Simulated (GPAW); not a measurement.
A run of GPAW 26.7.0 is set up as follows.

File run.py:

```python
from ase.dft.bandgap import bandgap
from ase.io import read, write
from ase.units import Bohr, GPa
from gpaw import GPAW, PW
from gpaw.elf import elf_from_dft_calculation

atoms = read('POSCAR')

calc = GPAW(mode=PW(600),
            xc='PBE',
            kpts={'size': (8, 8, 5), 'gamma': True},
            occupations={'name': 'methfessel-paxton', 'order': 0, 'width': 0.015},
            nbands=24,
            convergence={'density': 1e-05, 'energy': 1e-05},
            maxiter=150,
            txt='gpaw.txt')
atoms.calc = calc
energy = atoms.get_potential_energy()
forces = atoms.get_forces()
stress = atoms.get_stress()
calc.write('gs.gpw')
write('result.traj', atoms)
print(f'Energy: {energy:.6f} eV')
print('Forces (eV/A):')
print(forces.round(4))
print('Stress (GPa):', (stress / GPa).round(3))
print('Fermi level:', round(calc.get_fermi_level(), 4), 'eV')
print(f'Gap: {bandgap(calc)[0]:.4f} eV, direct: {bandgap(calc, direct=True)[0]:.4f} eV')

# fields on the real-space grid
write('density.cube', atoms, data=calc.get_pseudo_density() * Bohr**3)
write('potential.cube', atoms, data=calc.get_electrostatic_potential())
write('elf.cube', atoms, data=elf_from_dft_calculation(calc).data)
```

The input POSCAR:

```
SnSe2
1.0
    3.8110000000      0.0000000000      0.0000000000
   -1.9055000000      3.3004228138      0.0000000000
    0.0000000000      0.0000000000      6.1360000000
Sn Se
1 2
Direct
    0.0000000000      0.0000000000      0.0000000000
    0.6666666667      0.3333333333      0.7510000000
    0.3333333333      0.6666666667      0.2490000000
```

Potentials or basis: GPAW PAW data sets (gpaw-data 1.2.1), pw.

Command:

```console
$ OMP_NUM_THREADS=1 python run.py
```

Q: Estimate the pressure.

A: 5.3 GPa.

Q: What does it give for the largest force?

A: 0.760 eV/Å.

Forces on the atoms (eV/Å):
```
Sn   0.000  0.000  0.000
Se   0.000  0.000 -0.760
Se   0.000  0.000  0.760
```

Caveat: spin-orbit coupling is left out, which moves the levels of the heavy elements; an odd mesh through Γ misses points on the zone boundary, where band edges often lie; this functional lacks dispersion, which binds the layers, so the pressure and a relaxed spacing across them are unreliable.
